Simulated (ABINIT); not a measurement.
Runs of ABINIT 10.8.3 (patched build) on MnS. It takes space group Fm-3m (No. 225, cubic). Conventional cell: a = 5.209 Å, b = 5.209 Å, c = 5.209 Å, α = 90.00°, β = 90.00°, γ = 90.00°. Around Mn (site symmetry m-3m) lie 6 S at 2.60 Å. S (site symmetry m-3m) has 6 Mn at 2.60 Å as nearest neighbours. 

| task | level | potentials or basis | U | cell | k mesh | cutoff (eV) | cutoff smearing ecutsm (Ha) | stop of the response cycle (tolvrs) | acoustic sum rule (asr) | double counting (usepawu) | fine-grid cutoff | gap on the mesh (eV) | pressure (GPa) | moment (μB) | relaxed volume (Å³/atom) |
| --- | --- | --- | --- | --- | --- | --- | --- | --- | --- | --- | --- | --- | --- | --- | --- |
| phonons | PBEsol | PseudoDojo NC SR PBEsol v0.4.1 standard | - | cell relaxed at zero pressure by an earlier run | 4 × 4 × 4, with 4 shifts | 1306 | 0.5 | 1e-08 | 2 | - | - | - | 0.6 | 4.39 | - |
| single point | LDA-Teter+U | JTH PAW LDA v2.0 | Mn d U = 8 eV | as given | 7 × 7 × 7 | 599 | - | - | - | 1 | 1197.3 eV | (b) | - | 5.00 | - |
| single point | LDA | PseudoDojo NC SR LDA v0.4 stringent | - | cell relaxed | 7 × 7 × 7 | 1769 | - | - | - | - | - | none | (a) | 2.95 | - |
| phonons | LDA-Teter+U | JTH PAW LDA v2.0 | Mn d U = 8 eV | as given | 4 × 4 × 4, with 4 shifts | 599 | - | 1e-08 | 1 | 1 | 1197.3 eV | - | - | 5.00 | - |
| single point | PBEsol | PseudoDojo NC SR PBEsol v0.4.1 standard | - | cell relaxed | 7 × 7 × 7 | 1306 | - | - | - | - | - | none | 0.0 | 4.35 | - |
| single point | PBEsol+U | Ansatz PAW PBE default generated set, frozen core | Mn d U = 7 eV, J = 0.7 eV | cell relaxed | 7 × 7 × 7 | 419 | - | - | - | 1 | 838.111 eV | 1.50 | (c) | 5.00 | - |
| relaxation of cell and atoms | PBEsol | PseudoDojo NC SR PBEsol v0.4.1 standard | - | relaxed | 7 × 7 × 7 | 1306 | 0.5 | - | - | - | - | none | 0.0 | 4.35 | 15.53 |
| relaxation of cell and atoms | PBEsol+U | Ansatz PAW PBE default generated set, frozen core | Mn d U = 7 eV, J = 0.7 eV | relaxed | 7 × 7 × 7 | 419 | 0.5 | - | - | 1 | 838.111 eV | 1.50 | 0.0 | 5.00 | 17.92 |

Alike in all rows: spin collinear, ferromagnetic start; smearing fermi-dirac 0.05 eV.

Problem. Fill in the values left out.

Solution. (a) 16.8; (b) 1.43; (c) -0.7.

Caveats: a cell with one magnetic atom can't hold antiferromagnetic order, which such compounds often take; an odd mesh through Γ misses points on the zone boundary, where band edges often lie (some runs); semilocal functionals often make such compounds metallic where correlation or magnetic order opens a gap, which also shifts bond lengths (some runs); the mesh is coarse for a metal's response (some runs); the PAW data sets were made with another functional, which shifts forces and pressure a little (some runs); the atomic spheres overlap (some runs); this build's spin-polarised response under this functional may be imprecise (some runs).

A gap of «none» marks a metal or a gap under the smearing width.
